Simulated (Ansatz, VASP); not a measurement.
# Two plane-wave programs on ZnSe

INCAR

```
SYSTEM = ZnSe
PREC = Accurate
ENCUT = 520
EDIFF = 1E-6
ISMEAR = 0
SIGMA = 0.02
LREAL = .False.
LASPH = .True.
NELM = 80
ALGO = Normal
ISIF = 2
LWAVE = .False.
LCHARG = .True.
GGA = PE
LELF = .True.
LVHAR = .True.
NBANDS = 16
```

File KPOINTS:

```
Automatic mesh
0
Gamma
  8 8 8
  0 0 0
```

POSCAR

```
ZnSe
1.0
    0.0000000000      2.7939851100      2.7939851100
    2.7939851100      0.0000000000      2.7939851100
    2.7939851100      2.7939851100      0.0000000000
Zn Se
1 1
Direct
    0.0000000000      0.0000000000      0.0000000000
    0.7500000000      0.7500000000      0.7500000000
```

Input for Ansatz:

```yaml
crystal:
  lattice:
    - [0.0, 2.79398511, 2.79398511]
    - [2.79398511, 0.0, 2.79398511]
    - [2.79398511, 2.79398511, 0.0]
  atoms:
    - { symbol: Zn, position: [0.0, 0.0, 0.0] }
    - { symbol: Se, position: [0.75, 0.75, 0.75] }
basis:
  ecutwfc: 420
kpoints:
  mp_grid: { grid: [8, 8, 8] }
hamiltonian:
  xc: pbe
scf:
  occupations: { method: gaussian, width: 0.02 }
output:
  forces: true
  stress: true
  eigenvalues: true
```

Alike in both runs: task single point; functional PBE; k mesh 8 × 8 × 8; occupations gaussian, width 0.02 eV; no spin polarisation.

|  | VASP | Ansatz |
| --- | --- | --- |
| version | VASP 6.6.1 | Ansatz 0.2.0 |
| potentials or method | VASP PAW PBE potentials, release 64 (Zn, Se) | scalar-relativistic, plane waves, PAW |
| plane-wave cutoff (eV) | 520 | 420 |
| valence electrons in the cell | 18 | 28 |

VASP gave:

| Quantity | Value |
| --- | --- |
| gap on the k mesh at the Fermi level (eV) | 1.46 |
| least direct gap on the mesh (eV) | 1.46 |
| pressure (GPa) | 5.5 |

Problem. Estimate Ansatz's values.

Solution. gap on the k mesh at the Fermi level (eV): 1.46; least direct gap on the mesh (eV): 1.46; pressure (GPa): 5.2.

The functional is the same, so the differences come from potentials, cutoffs and numerics. The two sets of potentials don't hold the same shells in valence.
